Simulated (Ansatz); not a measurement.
# HgTe: the cost of one run

Program: Ansatz 0.2.0. Level of theory: DFT PBE, scalar-relativistic. These are calculated values, not measurements.

## (1) The structure to begin with

Symmetry: Fm-3m, No. 225, cubic system. The conventional cell has a = 5.843 Å, b = 5.843 Å, c = 5.843 Å, α = 90.00°, β = 90.00°, γ = 90.00°. Around Hg (site symmetry m-3m) lie 6 Te at 2.92 Å. Te (site symmetry m-3m) has 6 Hg at 2.92 Å in its first shell of neighbours.

Structure file:

```cif
data_structure
_symmetry_space_group_name_H-M 'P 1'
_symmetry_Int_Tables_number 1
_cell_length_a 4.1316
_cell_length_b 4.1316
_cell_length_c 4.1316
_cell_angle_alpha 60.000
_cell_angle_beta 60.000
_cell_angle_gamma 60.000
_cell_volume 49.87
loop_
_atom_site_label
_atom_site_type_symbol
_atom_site_fract_x
_atom_site_fract_y
_atom_site_fract_z
_atom_site_occupancy
Hg1 Hg 0.00000 0.00000 0.00000 1
Te1 Te 0.50000 0.50000 0.50000 1
```

Atoms are numbered in the order of the input: Hg1, Te2.

## (2) The deformed structure

Space group Fm-3m before, I4/mmm after.

## (3) LAPW, all electrons

Input file input.yaml:

```yaml
crystal:
  lattice:
    - [0.0, 2.8927160469, 2.97993]
    - [2.8927160469, 0.0, 2.97993]
    - [2.8927160469, 2.8927160469, 0.0]
  atoms:
    - { symbol: Hg, position: [0.0, 0.0, 0.0] }
    - { symbol: Te, position: [0.5, 0.5, 0.5] }
kpoints:
  mp_grid: { grid: [12, 12, 12] }
scf:
  occupations: { method: fermi_dirac, width: 0.08 }
hamiltonian:
  xc: pbe
  pseudopotentials: { kind: all_electron, lapw: { basis_error: 0.001 } }
output:
  forces: true
  stress: true
  eigenvalues: true
```

Launch:

```
$ ansatz run input.yaml --threads 1 --pin off --max-ram 2048MiB --backend cpu --events-out ev --progress --plain --runs-dir out
```

**Question.** How long does this run take on 1 thread of Arm Neoverse V2, shared host, and how much memory does it need?

About 55 s, with a peak of 0.73 GiB.
